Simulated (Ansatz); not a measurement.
Input:

Relaxed ZrO₂ (fluorite):

```
ZrO2
1.0
    0.00000     2.55794     2.55794
    2.55794     0.00000     2.55794
    2.55794     2.55794     0.00000
Zr O
1 2
Direct
  0.00000   0.00000   0.00000
  0.25000   0.25000   0.25000
  0.75000   0.75000   0.75000
```

A phonon eigenvector at Γ is frozen into this cell: atom i moves by Q times the vector below, so Q is the largest atomic displacement, in Å. The cell is held. It is one choice among 3 degenerate patterns.

| atom | x | y | z |
|---|---|---|---|
| Zr1 | 0.000 | 0.000 | -0.351 |
| O2 | 0.000 | 0.000 | 1.000 |
| O3 | 0.000 | 0.000 | 1.000 |

Calculation: PBE (plane waves to 420 eV, PAW, scalar-relativistic; Ansatz, a program for electronic structure). k mesh 11×11×11 (Γ-centred), Fermi-Dirac smearing 0.05 eV. Energies are smeared free energies. The PAW data are Ansatz's earlier set. This is a high-temperature form of ZrO2. ZrO2 is run without spin polarisation. ZrO2 was relaxed with its symmetry unable to fall. ΔE is measured from the undisplaced structure.

The scan covers Q from -0.180 to 0.180 Å in 13 points.

**Question.** Which space group does the distorted structure have?

**Answer.** I4mm (No. 107), lowered from Fm-3m.

**Question.** Is the energy the same for equal positive and negative displacements?

**Answer.** Even: the same for both signs.

**Question.** What is the energy change at Q = 0.180 Å?

**Answer.** 154.4 meV/cell.

**Question.** What harmonic wavenumber does the curvature at Q = 0 give?

**Answer.** 217 cm⁻¹.

(For displaced atoms, the force is minus the slope of the energy, and its curvature is a force constant, which sets phonon frequencies.)
